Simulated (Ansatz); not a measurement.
TiB$_{2}$, one cell by several methods

```
Ti B
1.0
     3.01907    0.00000    0.00000
    -1.50953    2.61459    0.00000
     0.00000    0.00000    3.21760
Ti B
1 2
Cartesian
  0.0000 0.0000 0.0000
  0.0000 1.7431 1.6088
  1.5095 0.8715 1.6088
```

Atom numbers follow the list: Ti1, B2, B3.

The cell is COD entry 2002799, as deposited and not checked against the literature; nothing was relaxed. The listed cell was then made from it by scaling, straining or moving an atom.

Levels of theory: DFT, PBE, PAW with Ansatz's default frozen-core files, scalar-relativistic (Ansatz 0.2.0); DFT, PBE, all-electron PAW with datasets made for the crystal, scalar-relativistic (Ansatz 0.2.0); DFT, PBE, all-electron LAPW, scalar-relativistic (Ansatz 0.2.0).

For PAW: a Γ-centred 15×15×13 k mesh, Fermi–Dirac smearing of 0.08 eV, cutoff 420 eV, no spin polarisation. The crystal-made all-electron datasets (AE datasets) take a cutoff of 360 eV at this cell. LAPW targets a basis error of 1 meV/atom. The Ansatz runs share mesh, smearing and spin set-up. Plane-wave (PAW) pressures include the program's estimate of the Pulay term.

Stress and pressure are positive in compression.

The change that made this cell: volume scaled by 0.99.

In a metal, gradients converge slowly with the k mesh: the values move by tens of per cent from one mesh to another, at times in sign, so only the comparison on one mesh counts.

```tsv
quantity	PAW	AE datasets	LAPW
pressure (GPa)	2.87	2.88	2.88
stress xx (GPa)	3.41	3.40	3.40
stress zz (GPa)	1.80	1.84	1.84
field gradient Vzz at Ti1 (10²¹ V/m²)	2.04	2.10	–
```

PAW's pressure differs from the LAPW value by about 0.01 GPa or less.
